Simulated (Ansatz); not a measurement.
A series in volume per atom on Al

All results are calculated (Ansatz 0.2.0). Periodic Kohn-Sham DFT of a crystal at fixed atoms; pressure and stress are positive in compression; the energy is the free energy less that of spherical unpolarised free atoms; site moments are those in the method's own spheres, positive along +z.

Cell of the first row (space group Fd-3m, No. 227):
```
Al
1.0
      0.0000     2.9825     2.9825
      2.9825     0.0000     2.9825
      2.9825     2.9825     0.0000
Al
2
Direct
  0.00000 0.00000 0.00000
  0.25000 0.25000 0.25000
```

Settings of every row: method frozen-core PAW; functional PBE; relativity scalar; k mesh 9x9x9; filling fermi-dirac; smearing width 0.08 eV; wave cutoff 420 eV; paw set soft_2.

Atom start moment: 0 on all atoms.

Limits: the cell comes from a prototype or a list of computed structures and needn't be the stable phase.

```csv
row,volume per atom (Å³),pressure (GPa)
1,26.53,1.654
2,27.083,?
3,27.635,-0.004
4,28.188,-0.713
5,28.741,-1.349
```

Question: what pressure should row 2 give?

Worked fit of pressure. Take u = (V_r/V)^(2/3) − 1 with V_r = 27.912 Å³ an atom, which is twice the finite (Eulerian) strain; such expansions in the strain, on which the Birch-Murnaghan equation of state is built, carry the rest volume and the bulk modulus. The shown rows have u = 0.03443, 0.00667, -0.00654, -0.01932. Least squares give pressure = −0.3684 + 53.627 × u + 148.54 × u² GPa; a straight line predicts inner rows, each left out in turn, worse (root mean square 0.066 against 0.00039 GPa). All shown rows lie on it to the printed digit. The pressure vanishes at u = 0.0067, or V = 27.63 Å³ an atom, and there the bulk modulus at fixed shape and fractions is B = −V dP/dV = (2/3)(1 + u) dP/du = 37.3 GPa. The withheld row has u = 0.0203, so the fit gives −0.3684 + 53.627 × (0.0203) + 148.54 × (0.0203)² = 0.781 GPa.

The calculation gave 0.782 GPa. The fit lies 0.001 GPa (0.033 % of the column's range) below it, one unit of the last digit.
